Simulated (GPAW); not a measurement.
The system is GaN.

```
Ga N
1.0
     3.18000    0.00000    0.00000
    -1.59000    2.75396    0.00000
     0.00000    0.00000    5.16600
Ga N
2 2
Direct
  0.66667 0.33333 0.50000
  0.33333 0.66667 0.00000
  0.66667 0.33333 0.87500
  0.33333 0.66667 0.37500
```

| Item | Value |
| --- | --- |
| Program | GPAW 26.7.0 |
| Task | relaxation of cell and atoms |
| Functional | PBEsol |
| Dispersion | D4 |
| Potentials or basis | PAW data sets generated in the run's folder for this functional |
| Cutoff | 800 eV |
| Basis | pw |
| k mesh | 7 × 7 × 4 |
| Occupations | fermi-dirac, width 0.05 eV |
| Spin | no spin polarisation |

At the start: pressure 6.0 GPa; volume 11.31 Å³/atom.

Q: How do energy, volume and symmetry change on relaxing?

A: Over 6 steps the energy falls by 7.4 meV/atom and the volume is 11.62 Å³/atom (+2.8 %); space group P6_3mc (No. 186, to 0.05 Å).

Step by step:
| step | energy change (eV) | largest force (eV/Å) | pressure (GPa) | volume (Å³) |
| --- | --- | --- | --- | --- |
| 1 | 0.0000 | 0.1784 | 6.04 | 45.24 |
| 2 | -0.0096 | 0.0856 | 4.96 | 45.45 |
| 3 | -0.0269 | 0.1024 | 1.23 | 46.22 |
| 4 | -0.0287 | 0.0812 | 0.46 | 46.38 |
| 5 | -0.0297 | 0.0236 | -0.06 | 46.50 |
| 6 | -0.0297 | 0.0028 | -0.04 | 46.49 |

Final structure:
```cif
data_structure
_symmetry_space_group_name_H-M 'P 1'
_symmetry_Int_Tables_number 1
_cell_length_a 3.2081
_cell_length_b 3.2081
_cell_length_c 5.2162
_cell_angle_alpha 90.000
_cell_angle_beta 90.000
_cell_angle_gamma 120.000
_cell_volume 46.49
loop_
_atom_site_label
_atom_site_type_symbol
_atom_site_fract_x
_atom_site_fract_y
_atom_site_fract_z
_atom_site_occupancy
Ga1 Ga 0.66667 0.33333 0.49897 1
Ga2 Ga 0.33333 0.66667 0.99897 1
N1 N 0.66667 0.33333 0.87602 1
N2 N 0.33333 0.66667 0.37602 1
```

Caveat: the data sets keep Ga 3d, Li 1s and Be 1s frozen, and some such compounds lay over 1.5 % in volume off other programs; later steps reuse the first step's grids.
